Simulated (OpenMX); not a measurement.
**Sb: band structure with PBE**

Crystal: Sb.

```xyz
2
Lattice="2.1825 1.2601 3.8075 -2.1825 1.2601 3.8075 0.0000 -2.5202 3.8075" Properties=species:S:1:pos:R:3 pbc="T T T"
Sb    0.0000    0.0000    8.7554
Sb    0.0000    0.0000    2.6670
```

```yaml
Program: OpenMX 3.8.5
Task: band structure
Functional: PBE
Potentials_or_basis: OpenMX 2013 PBE set, Sb7.0-s3p2d2, grid cutoff 500 Ry
k_mesh: 7 × 7 × 7
Occupations: fermi-dirac, width 0.05 eV
Spin: no spin polarisation
Mixing_scheme: rmm-diisk
SCF_threshold: 1e-08 Ha
Solver: band
Max_SCF_cycles: 100
```

- Pressure: 2.2 GPa
- Largest force: 0.192 eV/Å
- Band gap along the path: none (metal or under the smearing width)

Forces in eV/Å, atoms in the order of the input:
```
Sb   0.000  0.000 -0.192
Sb   0.000  0.000  0.192
```

Levels at the corners of the path, in eV from the Fermi level:
| point | band 11 | band 12 | band 13 | band 14 | band 15 | band 16 | band 17 | band 18 | band 19 | band 20 |
| --- | --- | --- | --- | --- | --- | --- | --- | --- | --- | --- |
| Γ | -12.44 | -4.98 | -1.92 | -1.69 | -1.69 | 2.21 | 2.78 | 2.78 | 5.45 | 5.45 |
| L | -10.19 | -9.46 | -1.85 | -1.70 | -0.21 | -0.19 | 0.25 | 0.57 | 8.19 | 8.60 |
| B1|B | -9.69 | -8.91 | -4.77 | -4.62 | -0.70 | 0.72 | 4.79 | 4.85 | 6.03 | 6.17 |
| Z | -11.01 | -8.78 | -1.24 | -1.24 | -0.53 | 0.21 | 0.21 | 1.14 | 7.49 | 9.35 |
| Γ | -12.44 | -4.98 | -1.92 | -1.69 | -1.69 | 2.21 | 2.78 | 2.78 | 5.45 | 5.45 |
| X|Q | -9.67 | -9.00 | -5.07 | -3.00 | -2.79 | 2.79 | 3.15 | 4.43 | 5.75 | 7.82 |
| F | -10.17 | -7.95 | -5.21 | -3.55 | -3.49 | 1.84 | 4.84 | 5.53 | 6.60 | 9.32 |
| P1 | -10.04 | -8.59 | -5.11 | -3.07 | -2.60 | 2.58 | 3.12 | 4.77 | 5.83 | 8.39 |
| Z|L | -11.01 | -8.78 | -1.24 | -1.24 | -0.53 | 0.21 | 0.21 | 1.14 | 7.49 | 9.35 |
| P | -10.04 | -8.59 | -5.11 | -3.07 | -2.60 | 2.58 | 3.12 | 4.77 | 5.83 | 8.39 |

Run time: 52 s on 1 thread of Intel(R) Xeon(R) 6975P-C (Granite Rapids) (shared host), peak memory 0.7 GiB.

Caveat: spin-orbit coupling is left out, which moves the levels of the heavy elements; the basis of atomic orbitals isn't converged, which shifts pressures, moduli and gaps.
